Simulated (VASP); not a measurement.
Input of a VASP 6.6.1 run:

The input INCAR:

```
SYSTEM = MoSe2
PREC = Accurate ; ENCUT = 600
EDIFF = 1E-6 ; ISMEAR = 0
SIGMA = 0.03 ; LREAL = .False.
LASPH = .True. ; NELM = 80
ALGO = Normal ; ISIF = 3
LWAVE = .False. ; LCHARG = .False.
IBRION = 2 ; NSW = 90
EDIFFG = -0.01 ; KPAR = 2
```

File KPOINTS:

```
Automatic mesh
0
Gamma
  9 9 2
  0 0 0
```

POSCAR

```
MoSe2
1.0
    3.2880000000      0.0000000000      0.0000000000
   -1.6440000000      2.8474915276      0.0000000000
    0.0000000000      0.0000000000     12.9000000000
Mo Se
2 4
Direct
    0.3333333333      0.6666666667      0.2500000000
    0.6666666667      0.3333333333      0.7500000000
    0.3333333333      0.6666666667      0.6250000000
    0.6666666667      0.3333333333      0.1250000000
    0.3333333333      0.6666666667      0.8750000000
    0.6666666667      0.3333333333      0.3750000000
```

Potentials or basis: VASP PAW LDA potentials, release 64 (Mo_sv, Se).

The run is started by

```sh
$ cat potpaw_LDA.64/Mo_sv/POTCAR potpaw_LDA.64/Se/POTCAR > POTCAR
$ mpirun -np 2 vasp_std > vasp.out
```

Problem. What does it give for the relaxed cell?

Solution. a = 3.252 Å, b = 3.252 Å, c = 12.739 Å, α = 90.00°, β = 90.00°, γ = 120.00°.

Problem. Estimate the space group after relaxing (to 0.05 Å).

Solution. P6_3/mmc (No. 194).

Problem. Estimate the band gap on the k mesh.

Solution. 0.83 eV, indirect (least direct gap 1.51 eV).

Problem. What does it give for the relaxed volume?

Solution. 19.44 Å³/atom.

Step by step:
```tsv
step	energy change (eV)	largest force (eV/Å)	pressure (GPa)	volume (Å³)
1	0.0000	0.6608	1.14	120.78
2	0.0060	0.5839	-4.63	123.26
3	-0.0444	0.0274	-1.78	121.97
4	-0.0592	0.0713	0.45	119.05
5	-0.0612	0.0595	-0.14	119.79
6	-0.0628	0.0903	0.04	119.48
7	-0.0652	0.1853	0.58	118.55
8	-0.0656	0.1785	0.55	118.52
9	-0.0670	0.1592	0.42	118.44
10	-0.0691	0.1217	0.17	118.28
11	-0.0712	0.0470	-0.33	117.96
12	-0.0713	0.0314	-0.43	117.89
13	-0.0720	0.0260	-0.34	117.62
14	-0.0729	0.0160	-0.19	117.15
15	-0.0731	0.0042	0.15	116.20
16	-0.0733	0.0065	-0.03	116.66
17	-0.0733	0.0049	-0.01	116.61
18	-0.0733	0.0059	0.00	116.64
19	-0.0734	0.0008	-0.05	116.67
20	-0.0734	0.0083	-0.08	116.71
21	-0.0734	0.0007	0.01	116.66
```

Caveat: an odd mesh through Γ misses points on the zone boundary, where band edges often lie.
